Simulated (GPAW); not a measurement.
Ge, 1 atom in the cell. It takes space group Cmmm (No. 65, orthorhombic). The conventional cell has a = 2.794 Å, b = 5.201 Å, c = 2.698 Å, α = 90.00°, β = 90.00°, γ = 90.00°. Ge (site symmetry mmm) has 8 Ge at 2.70 to 2.95 Å as nearest neighbours. This isn't the form of Ge at room conditions, which is diamond.

| Property | Result |
| --- | --- |
| Program | GPAW 26.7.0 |
| Task | single point |
| Functional | PBEsol |
| Potentials or basis | PAW data sets generated in the run's folder for this functional |
| Cutoff | 600 eV |
| Basis | pw |
| k mesh | 11 × 11 × 10 |
| Occupations | gaussian, width 0.02 eV |
| Spin | no spin polarisation |
| Maxiter | 150 |

Potentials or basis: PAW data sets generated in the run's folder for this functional, pw.

Run with:

```bash
$ gpaw-setup -f PBEsol Ge
$ OMP_NUM_THREADS=1 python run.py
```

Hardware: 1 thread of Arm Neoverse V1, with other jobs on the host.

Task: Estimate the wall time of this run.

Result: It took 22 s on 1 thread of Arm Neoverse V1, on a shared host, peak memory 0.16 GiB. Counts: scf iterations 8, plane waves 671, bands 8, k points 216.
